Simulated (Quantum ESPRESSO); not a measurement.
Runs of Quantum ESPRESSO 7.5 on Gd. Symmetry: Im-3m, No. 229, cubic system. The conventional cell has a = 4.050 Å, b = 4.050 Å, c = 4.050 Å, α = 90.00°, β = 90.00°, γ = 90.00°. Gd (site symmetry m-3m) has 8 Gd at 3.51 Å as nearest neighbours. This isn't the form of Gd at room conditions, which is hcp.

```csv
task,level,U,cell,k mesh,smearing,q mesh,start of the occupations,hubbard projectors,k mesh for the Wannier functions,mesh quality,gap on the mesh (eV),pressure (GPa),moment (μB)
phonon dispersion,LDA,-,relaxed,6 × 6 × 6,cold 0.136 eV,2 × 2 × 2,-,-,-,coarse,none,0.0,(b)
phonons,LDA,-,relaxed,9 × 9 × 9,methfessel-paxton 0.136 eV,-,-,-,-,not flagged,none,0.0,7.53
Hubbard U by linear response,LDA+U,Gd f U = 7 eV,as given,8 × 8 × 8,gaussian 0.272 eV,2 × 2 × 2,default,ortho-atomic,-,not flagged,none,(a),7.92
Wannier functions,LDA,-,as given,7 × 7 × 7,fermi-dirac 0.05 eV,-,-,-,5 × 5 × 5,coarse,none,-4.3,7.55
```

Alike in all rows: potentials or basis JTH 2.0 LDA; spin collinear, ferromagnetic start; cutoff (eV) 680.

Question: Fill in the values left out.

Answer: (a) 0.8; (b) 7.48.

Caveats: some runs use coarse meshes; spin-orbit coupling is left out, which moves the levels of the heavy elements; some modes are imaginary (some runs); the mesh is thin for the phonons of a metal (some runs); the q point doesn't lie on the k mesh, which can shift a metal's frequencies strongly unless the mesh is converged (some runs); the computed U isn't converged in cell size (some runs); the Wannier minimisation didn't converge (some runs).

A k mesh can miss the band edges, and the runs leave out spin-orbit coupling on Gd.

A gap of «none» marks a metal or a gap under the smearing width.

Not every run made on this cell is shown here.
